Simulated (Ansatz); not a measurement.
# Bi in Ansatz: the effect of target pressure

Bi:

```xyz
2
Lattice="3.2384 0.0000 0.0000 0.0000 3.2216 0.0000 -0.0805 0.0000 6.4439" Properties=species:S:1:pos:R:3 pbc="T T T"
Bi    1.7022    0.0000    4.8302
Bi    1.4558    0.0000    1.6137
```

This isn't the form of Bi at room conditions, which is rhombohedral.

Alike in all runs:

- Program: Ansatz 0.2.0
- Task: relaxation of cell and atoms
- Functional: PBEsol
- Potentials or basis: Ansatz PAW
- Cutoff: 420 eV (not typed: the program's choice for these potentials)
- k mesh: 8 × 8 × 4
- Occupations: fermi-dirac, width 0.05 eV
- Spin: no spin polarisation

Each run relaxes the cell or the atoms first.

```tsv
target pressure	relaxed volume (Å³/atom)
0 GPa	33.23
2 GPa	31.28
5 GPa	29.85
10 GPa	28.03
20 GPa	?
30 GPa	24.19
```

Problem. What does the run with target pressure 20 GPa give?

Solution. Relaxed volume 25.77 Å³/atom.

Worked out: A parabola through the other rows of the relaxed volume, of slope -0.179 Å³/atom per GPa there, gives 24.91 Å³/atom, against the run's 25.77. The fit is too stiff a form for this range.

Caveats: the plane-wave basis is chosen anew once the cell has moved, so the energies of steps on either side of that aren't comparable; the PAW data sets come from PBE, with cores solved anew for the run's functional, which leaves a small shift of forces and pressure; the volume moved by over 15 % at a fixed basis, so the end points are rough (some runs).
